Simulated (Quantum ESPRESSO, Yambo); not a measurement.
# BN (P6_3/mmc): Bethe-Salpeter spectra with Yambo, part 2 of 3

Aim: the absorption spectrum of BN (P6_3/mmc) with electron-hole interaction, and what each part of the kernel does.

Quantum ESPRESSO 7.5 and Yambo 5.3.0; PBE and many-body steps on it, plane waves. Known limits of the many-body steps: not at the basis limit; coarse k mesh; bindings not settled in the k mesh.

So far. Step 4 (Screening and self-energy, 6×6×4 mesh, 158 bands …): The gap on the mesh goes from 4.31 eV to 5.81 eV, a correction of +1.50 eV. Step 5 (Excitons): The lowest state lies at 5.173 eV, 1.112 eV under the direct gap.

### 6. Triplet (no exchange term)

Level of this step: Bethe-Salpeter equation on PBE with a scissors shift, plane waves, norm-conserving pseudopotentials (Yambo).

The input, bse4.in:

```
optics
bss
bse
em1s
dipoles
rim_cut
RandQpts= 1000000
RandGvec= 1 RL
Chimod= "HARTREE"
BSKmod= "SEX"
BSEmod= "resonant"
BSSmod= "d"
BSENGexx= 1 RL
BSENGBlk= 6 Ry
% BSEQptR
 1 | 1 |
%
% BSEBands
 5 | 10 |
%
% BEnRange
 0 | 10 | eV
%
% BDmRange
 0.1 | 0.1 | eV
%
BEnSteps= 101
% BLongDir
 1 | 0 | 0 |
%
% BndsRnXs
 1 | 78 |
%
NGsBlkXs= 6 Ry
% LongDrXs
 1 | 1 | 1 |
%
% KfnQP_E
 1.616 | 1.0 | 1.0 |
%
WRbsWF
```

Launch:

```console
$ OMP_NUM_THREADS=1 mpirun -n 4 yambo -F bse4.in -J bse4,bse3_W -C bse4 > bse4.log
```

The program printed:

```text
 Yambo, version 5.3.0

 [02] CORE Variables Setup
 =========================

  [... cell, symmetries and grids as in the set-up ...]

  [02.05] Energies & Occupations
  ==============================

  [X] === General ===
  [X] Electronic Temperature                        :  0.000000  0.000000 [eV K]
  [X] Bosonic    Temperature                        :  0.000000  0.000000 [eV K]
  [X] Finite Temperature mode                       : no
  [X] El. density                                   :  0.44236E+24 [cm-3]
  [X] Fermi Level                                   :  4.698546 [eV]

  [X] === Gaps and Widths ===
  [X] Conduction Band Min                           :  4.314160 [eV]
  [X] Valence Band Max                              :  0.000000 [eV]
  [X] Filled Bands                                  :   8
  [X] Empty Bands                                   :    9  158
  [X] Direct Gap                                    :  4.669575 [eV]
  [X] Direct Gap localized at k                     :  21
  [X] Indirect Gap                                  :  4.314160 [eV]
  [X] Indirect Gap between kpts                     :  21  10
  [X] Last valence band width                       :  3.190982 [eV]
  [X] 1st conduction band width                     :  3.840425 [eV]

 [03] Transferred momenta grid and indexing
 ==========================================

 IBZ Q-points                                      :  24
 BZ  Q-points                                      :  144

 K/Q-points units:
 rlu = crystal or reduced units; cc = cartesian coordinates; iku = interal k-units

 Q [ 1]         [rlu]:  0.000000  0.000000  0.000000
 Q [ 2]         [rlu]:  0.000000  0.000000  0.250000
 Q [ 3]         [rlu]:  0.000000  0.000000 -0.500000
[...]
[K+QP] Fermi Level                                :  0.000000 [eV]

  [K+QP] === Gaps and Widths ===
  [K+QP] Conduction Band Min                        :  5.930160 [eV]
  [K+QP] Valence Band Max                           :  0.000000 [eV]
  [K+QP] Filled Bands                               :   8
  [K+QP] Empty Bands                                :    9  158
  [K+QP] Direct Gap                                 :  6.285575 [eV]
  [K+QP] Direct Gap localized at k                  :  21
  [K+QP] Indirect Gap                               :  5.930160 [eV]
  [K+QP] Indirect Gap between kpts                  :  21  10
  [K+QP] Last valence band width                    :  3.190982 [eV]
  [K+QP] 1st conduction band width                  :  3.840425 [eV]

  [coarse-grid] Minimum Bare Gap        [ev]:  4.314160
  [coarse-grid] Minimum Gap Correction  [ev]:  1.616000

  Eqp @ K [ 1]
  -17.77871 -17.49114  -6.19422  -4.10671  -1.34245  -1.34245  -1.30613  -1.30613
    6.89073  11.87923  13.25962  13.25962  13.38015  13.38015  13.85402  14.61869
  Eqp @ K [ 2]
  -17.73883 -17.53564  -5.93940  -4.48343  -1.33726  -1.33726  -1.31189  -1.31189
[...]
Eqp @ K [ 3]
[...]
Eqp @ K [ 8]
[...]
Eqp @ K [ 9]
[...]
[... 5 further rows ...]
    8.49391   9.05226  10.61152  11.92299  13.26067  15.48894  18.41394  20.24669
    6.85932   7.46016  12.56044  13.73072  14.55846  14.86766  16.88724  19.16016

 [06] Dipoles
 ============

  [06.01] Setup: observables and procedures
  =========================================

  [WARNING] [r,Vnl^pseudo] included in position and velocity dipoles.

  [WARNING] In case H contains other non local terms, these are neglected

 [07] Static Dielectric Matrix
 =============================

    [08.01.05.02] Main kernel loop
    ==============================

    [08.01.05.03] Wave-Function Phases
    ==================================

    [BSE] WF phases found       :  77.08333 [o/o]

   [08.01.06] BSE solver(s) @q1
   ============================

   [08.01.07] Diago Solver @q1
   ===========================

 [11] Game Over & Game summary
```

It took 28 s on 4 MPI ranks of AMD EPYC 7571, shared host; peak memory 1.1 GiB; 1.8 min of CPU time.

The lowest triplet lies at 5.103 eV; without spin-orbit coupling triplets are dark, so no spectrum is read.

### 7. Field along z

The input, bse5.in:

```
optics
bss
bse
em1s
dipoles
rim_cut
RandQpts= 1000000
RandGvec= 1 RL
Chimod= "HARTREE"
BSKmod= "SEX"
BSEmod= "resonant"
BSSmod= "h"
BSENGexx= 30 Ry
BSENGBlk= 6 Ry
% BSEQptR
 1 | 1 |
%
% BSEBands
 3 | 14 |
%
% BEnRange
 0 | 11 | eV
%
% BDmRange
 0.1 | 0.1 | eV
%
BEnSteps= 111
% BLongDir
 0 | 0 | 1 |
%
% BndsRnXs
 1 | 78 |
%
NGsBlkXs= 6 Ry
% LongDrXs
 1 | 1 | 1 |
%
% KfnQP_E
 1.616 | 1.0 | 1.0 |
%
BSHayTrs= -0.02
```

Launch:

```console
$ OMP_NUM_THREADS=1 mpirun -n 4 yambo -F bse5.in -J bse5,bse3_W -C bse5 > bse5.log
```

The program printed:

```text
 Yambo, version 5.3.0

 [02] CORE Variables Setup
 =========================

  [... cell, symmetries and grids as in the set-up ...]

  [02.05] Energies & Occupations
  ==============================

  [X] === General ===
  [X] Electronic Temperature                        :  0.000000  0.000000 [eV K]
  [X] Bosonic    Temperature                        :  0.000000  0.000000 [eV K]
  [X] Finite Temperature mode                       : no
  [X] El. density                                   :  0.44236E+24 [cm-3]
  [X] Fermi Level                                   :  4.698546 [eV]

  [X] === Gaps and Widths ===
  [X] Conduction Band Min                           :  4.314160 [eV]
  [X] Valence Band Max                              :  0.000000 [eV]
  [X] Filled Bands                                  :   8
  [X] Empty Bands                                   :    9  158
  [X] Direct Gap                                    :  4.669575 [eV]
  [X] Direct Gap localized at k                     :  21
  [X] Indirect Gap                                  :  4.314160 [eV]
  [X] Indirect Gap between kpts                     :  21  10
  [X] Last valence band width                       :  3.190982 [eV]
  [X] 1st conduction band width                     :  3.840425 [eV]

 [03] Transferred momenta grid and indexing
 ==========================================

 IBZ Q-points                                      :  24
 BZ  Q-points                                      :  144

 K/Q-points units:
 rlu = crystal or reduced units; cc = cartesian coordinates; iku = interal k-units

 Q [ 1]         [rlu]:  0.000000  0.000000  0.000000
 Q [ 2]         [rlu]:  0.000000  0.000000  0.250000
 Q [ 3]         [rlu]:  0.000000  0.000000 -0.500000
[...]
[K+QP] Last valence band width                    :  3.190982 [eV]
  [K+QP] 1st conduction band width                  :  3.840425 [eV]

  [coarse-grid] Minimum Bare Gap        [ev]:  4.314160
  [coarse-grid] Minimum Gap Correction  [ev]:  1.616000

  Eqp @ K [ 1]
  -17.77871 -17.49114  -6.19422  -4.10671  -1.34245  -1.34245  -1.30613  -1.30613
    6.89073  11.87923  13.25962  13.25962  13.38015  13.38015  13.85402  14.61869
  Eqp @ K [ 2]
  -17.73883 -17.53564  -5.93940  -4.48343  -1.33726  -1.33726  -1.31189  -1.31189
[...]
Eqp @ K [ 3]
[...]
Eqp @ K [ 8]
[...]
Eqp @ K [ 9]
[...]
[... 5 further rows ...]
    8.49391   9.05226  10.61152  11.92299  13.26067  15.48894  18.41394  20.24669
    6.85932   7.46016  12.56044  13.73072  14.55846  14.86766  16.88724  19.16016

 [06] Dipoles
 ============

  [06.01] Setup: observables and procedures
  =========================================

  [WARNING] [r,Vnl^pseudo] included in position and velocity dipoles.

  [WARNING] In case H contains other non local terms, these are neglected

 [07] Static Dielectric Matrix
 =============================

    [08.01.05.02] Main kernel loop
    ==============================

    [08.01.05.03] Wave-Function Phases
    ==================================

    [BSE] WF phases found       :  77.43056 [o/o]

   [08.01.06] BSE solver(s) @q1
   ============================

   [08.01.07] Haydock Solver in the optics basis @q1 using the hermitian scheme
   ============================================================================

   Accuracy (requested)      : -0.020000 [o/o]

   [WARNING] [EPS_extend] Possible inaccuracy in the EPS prolungation

   [WARNING] [EPS_extend] Possible inaccuracy in the EPS prolungation

   [WARNING] [EPS_extend] Possible inaccuracy in the EPS prolungation

   [WARNING] [EPS_extend] Possible inaccuracy in the EPS prolungation

   [WARNING] [EPS_extend] Possible inaccuracy in the EPS prolungation

   [WARNING] [EPS_extend] Possible inaccuracy in the EPS prolungation
   Iterations                :   68

 [11] Game Over & Game summary
```

Elapsed: 97 s, on 4 MPI ranks; peak memory 1.4 GiB; 6.4 min of CPU time.

This step gave:

```
transitions in the window           : 5184
direct gap of the transition levels : 6.286 eV
```

### 8. Beyond Tamm-Dancoff

The input, bse6.in:

```
optics
bss
bse
em1s
dipoles
rim_cut
RandQpts= 1000000
RandGvec= 1 RL
Chimod= "HARTREE"
BSKmod= "SEX"
BSEmod= "coupling"
BSSmod= "d"
BSENGexx= 30 Ry
BSENGBlk= 6 Ry
% BSEQptR
 1 | 1 |
%
% BSEBands
 5 | 10 |
%
% BEnRange
 0 | 10 | eV
%
% BDmRange
 0.1 | 0.1 | eV
%
BEnSteps= 101
% BLongDir
 1 | 0 | 0 |
%
% BndsRnXs
 1 | 78 |
%
NGsBlkXs= 6 Ry
% LongDrXs
 1 | 1 | 1 |
%
% KfnQP_E
 1.616 | 1.0 | 1.0 |
%
WRbsWF
```

Launch:

```console
$ OMP_NUM_THREADS=1 mpirun -n 4 yambo -F bse6.in -J bse6,bse3_W -C bse6 > bse6.log
```

The program printed:

```text
 Yambo, version 5.3.0

 [02] CORE Variables Setup
 =========================

  [... cell, symmetries and grids as in the set-up ...]

  [02.05] Energies & Occupations
  ==============================

  [X] === General ===
  [X] Electronic Temperature                        :  0.000000  0.000000 [eV K]
  [X] Bosonic    Temperature                        :  0.000000  0.000000 [eV K]
  [X] Finite Temperature mode                       : no
  [X] El. density                                   :  0.44236E+24 [cm-3]
[...]
=========================================

  [WARNING] [r,Vnl^pseudo] included in position and velocity dipoles.

  [WARNING] In case H contains other non local terms, these are neglected

 [07] Static Dielectric Matrix
 =============================

    [08.01.05.02] Main kernel loop
    ==============================

    [08.01.05.03] Wave-Function Phases
    ==================================

    [BSE] WF phases found       :  77.08333 [o/o]

   [08.01.06] BSE solver(s) @q1
   ============================

   [08.01.07] Diago Solver @q1
   ===========================

   [WARNING] Parallel non-herm diag not yet implemented. Switching to LK

 [11] Game Over & Game summary
```

Wall time 2.2 min (4 MPI ranks); peak memory 2.4 GiB; 8.9 min of CPU time.

Numbers from this step:

| Item | Value |
| --- | --- |
| transitions in the window | 1152 |
| direct gap of the transition levels | 6.286 eV |
| lowest state | 5.179 eV |
| first strong exciton (over a fiftieth of the strongest listed) | 5.199 eV |
| binding of the lowest state below the direct gap | 1.107 eV |
| Coulomb term of one mesh cell | 0.6113 eV |

The binding is 1.8 times the screened Coulomb term of one mesh cell (0.61 eV), so it is not shown settled.

The lowest state lies at 5.179 eV, 1.107 eV under the direct gap.

### 9. Finite momentum (q 2)

The input, bse7.in:

```
optics
bss
bse
em1s
dipoles
rim_cut
RandQpts= 1000000
RandGvec= 1 RL
Chimod= "HARTREE"
BSKmod= "SEX"
BSEmod= "resonant"
BSSmod= "d"
BSENGexx= 30 Ry
BSENGBlk= 6 Ry
% BSEQptR
 2 | 2 |
%
% BSEBands
 5 | 10 |
%
% BEnRange
 0 | 9 | eV
%
% BDmRange
 0.1 | 0.1 | eV
%
BEnSteps= 181
% BLongDir
 1 | 0 | 0 |
%
% BndsRnXs
 1 | 78 |
%
NGsBlkXs= 6 Ry
% LongDrXs
 1 | 1 | 1 |
%
% KfnQP_E
 1.616 | 1.0 | 1.0 |
%
WRbsWF
```

Launch:

```console
$ OMP_NUM_THREADS=1 mpirun -n 4 yambo -F bse7.in -J bse7,bse3_W -C bse7 > bse7.log
```

The program printed:

```text
 Yambo, version 5.3.0

 [02] CORE Variables Setup
 =========================

  [... cell, symmetries and grids as in the set-up ...]

  [02.05] Energies & Occupations
  ==============================

  [X] === General ===
  [X] Electronic Temperature                        :  0.000000  0.000000 [eV K]
  [X] Bosonic    Temperature                        :  0.000000  0.000000 [eV K]
  [X] Finite Temperature mode                       : no
  [X] El. density                                   :  0.44236E+24 [cm-3]
[...]
[06] Dipoles
 ============

  [06.01] Setup: observables and procedures
  =========================================

  [WARNING] [r,Vnl^pseudo] included in position and velocity dipoles.

  [WARNING] In case H contains other non local terms, these are neglected

 [07] Static Dielectric Matrix
 =============================

    [08.01.05.02] Main kernel loop
    ==============================

    [08.01.05.03] Wave-Function Phases
    ==================================

    [BSE] WF phases found       :  77.08333 [o/o]

   [08.01.06] BSE solver(s) @q2
   ============================

   [08.01.07] Diago Solver @q2
   ===========================

 [11] Game Over & Game summary
```

It took 25 s on 4 MPI ranks; peak memory 1.2 GiB; 97 s of CPU time.

This step gave:

```yaml
transitions_in_the_window: 1152
lowest_state: 5.189 eV
first_strong_exciton_over_a_fiftieth_of_the_strongest_listed: 5.658 eV
```

The lowest state lies at 5.189 eV.

The ε₂ has structure finer than the step of the table below, so its rows give means over 0.2 eV, whole bins alone (the curve runs from 0 to 9 eV). Peaks (eV: height): BSE 5.65: 2.14, 6.10: 0.935, 6.50: 1.07, 7.00: 2.21, 8.05: 0.541; no electron-hole interaction 6.35: 1.41, 6.95: 0.855, 7.75: 1.69, 8.55: 1.34.

Longitudinal response along q; broadening 0.1 eV; transition window only; momentum transfer q number 2. Limits: finite bands, cutoff and mesh; coarse k mesh; exciton not shown settled in the k mesh. Table of ε₂ by photon energy; means over each step:

```csv
photon energy (eV),BSE,no electron-hole interaction
0.2,0.00317,0.00247
0.4,0.00335,0.00259
0.6,0.00354,0.00272
0.8,0.00376,0.00286
1.0,0.00400,0.00301
1.2,0.00426,0.00318
1.4,0.00455,0.00336
1.6,0.00488,0.00356
1.8,0.00525,0.00378
2.0,0.00567,0.00403
2.2,0.00615,0.00430
2.4,0.00670,0.00460
2.6,0.00734,0.00494
2.8,0.00808,0.00533
3.0,0.00896,0.00577
3.2,0.0100,0.00627
3.4,0.0113,0.00685
3.6,0.0129,0.00753
3.8,0.0150,0.00834
4.0,0.0176,0.00931
4.2,0.0212,0.0105
4.4,0.0264,0.0120
4.6,0.0341,0.0139
4.8,0.0470,0.0163
5.0,0.0713,0.0197
5.2,0.129,0.0247
5.4,0.349,0.0323
5.6,1.51,0.0456
5.8,0.993,0.0732
6.0,0.658,0.152
6.2,0.655,0.574
6.4,0.759,1.24
6.6,0.774,0.520
6.8,0.796,0.448
7.0,1.80,0.661
7.2,1.06,0.463
7.4,0.878,0.643
7.6,0.384,1.01
7.8,0.283,1.53
8.0,0.430,1.04
8.2,0.285,0.375
8.4,0.103,0.612
8.6,0.0757,1.04
8.8,0.0833,0.298
```

### 10. Finite momentum (q 3)

bse8.in, as its differences from bse7.in of step 9:

```diff
@@ -15,3 +15,3 @@
 % BSEQptR
- 2 | 2 |
+ 3 | 3 |
 %
```

Launch:

```console
$ OMP_NUM_THREADS=1 mpirun -n 4 yambo -F bse8.in -J bse8,bse3_W -C bse8 > bse8.log
```

The program printed:

```text
 Yambo, version 5.3.0

 [02] CORE Variables Setup
 =========================

  [... cell, symmetries and grids as in the set-up ...]

  [02.05] Energies & Occupations
  ==============================

  [X] === General ===
  [X] Electronic Temperature                        :  0.000000  0.000000 [eV K]
  [X] Bosonic    Temperature                        :  0.000000  0.000000 [eV K]
  [X] Finite Temperature mode                       : no
  [X] El. density                                   :  0.44236E+24 [cm-3]
[...]
[06] Dipoles
 ============

  [06.01] Setup: observables and procedures
  =========================================

  [WARNING] [r,Vnl^pseudo] included in position and velocity dipoles.

  [WARNING] In case H contains other non local terms, these are neglected

 [07] Static Dielectric Matrix
 =============================

    [08.01.05.02] Main kernel loop
    ==============================

    [08.01.05.03] Wave-Function Phases
    ==================================

    [BSE] WF phases found       :  77.08333 [o/o]

   [08.01.06] BSE solver(s) @q3
   ============================

   [08.01.07] Diago Solver @q3
   ===========================

 [11] Game Over & Game summary
```

Wall time 27 s (4 MPI ranks); peak memory 1.1 GiB.

Numbers from this step:

```yaml
transitions_in_the_window: 1152
lowest_state: 5.201 eV
first_strong_exciton_over_a_fiftieth_of_the_strongest_listed: 5.682 eV
```

The lowest state lies at 5.201 eV.

### 11. RPA with local fields (no direct term)

The input, bse9.in:

```
optics
bss
bse
em1s
dipoles
rim_cut
RandQpts= 1000000
RandGvec= 1 RL
Chimod= "HARTREE"
BSKmod= "HARTREE"
BSEmod= "resonant"
BSSmod= "h"
BSENGexx= 30 Ry
BSENGBlk= 6 Ry
% BSEQptR
 1 | 1 |
%
% BSEBands
 3 | 14 |
%
% BEnRange
 0 | 11 | eV
%
% BDmRange
 0.1 | 0.1 | eV
%
BEnSteps= 111
% BLongDir
 1 | 0 | 0 |
%
% BndsRnXs
 1 | 78 |
%
NGsBlkXs= 6 Ry
% LongDrXs
 1 | 1 | 1 |
%
% KfnQP_E
 1.616 | 1.0 | 1.0 |
%
BSHayTrs= -0.02
```

Launch:

```console
$ OMP_NUM_THREADS=1 mpirun -n 4 yambo -F bse9.in -J bse9,bse3_W -C bse9 > bse9.log
```

The program printed:

```text
 Yambo, version 5.3.0

 [02] CORE Variables Setup
 =========================

  [... cell, symmetries and grids as in the set-up ...]

  [02.05] Energies & Occupations
  ==============================

  [X] === General ===
  [X] Electronic Temperature                        :  0.000000  0.000000 [eV K]
  [X] Bosonic    Temperature                        :  0.000000  0.000000 [eV K]
  [X] Finite Temperature mode                       : no
  [X] El. density                                   :  0.44236E+24 [cm-3]
[...]
=========================================================================

  Accuracy (requested)      : -0.020000 [o/o]

  [WARNING] [EPS_extend] Possible inaccuracy in the EPS prolungation

  [WARNING] [EPS_extend] Possible inaccuracy in the EPS prolungation

  [WARNING] [EPS_extend] Possible inaccuracy in the EPS prolungation

  [WARNING] [EPS_extend] Possible inaccuracy in the EPS prolungation

  [WARNING] [EPS_extend] Possible inaccuracy in the EPS prolungation

  [WARNING] [EPS_extend] Possible inaccuracy in the EPS prolungation

  [WARNING] [EPS_extend] Possible inaccuracy in the EPS prolungation
  Iterations                :   75

 [11] Game Over & Game summary
```

Run time: 34 s. Hardware: 4 MPI ranks; peak memory 1.4 GiB.

This step gave:

```
transitions in the window           : 5184
direct gap of the transition levels : 6.286 eV
```

(Part 2 of 3 ends here.)

[Paths, hosts, dates, memory and timing lines, banners, echoed tables and standing remarks are left out of the program output.]

[Logs are printed without paths, hosts, clocks, repeated set-up lines and the standing remarks that a program may print on its own settings, such as how far it seeks lower states.]

[Runs of the session that timed out or met a known fault of the program may be left out.]

[Hosts, paths, dates, database ids (printed as entryN), source tags and the programs' standing remarks are cut or masked in the printed files.]
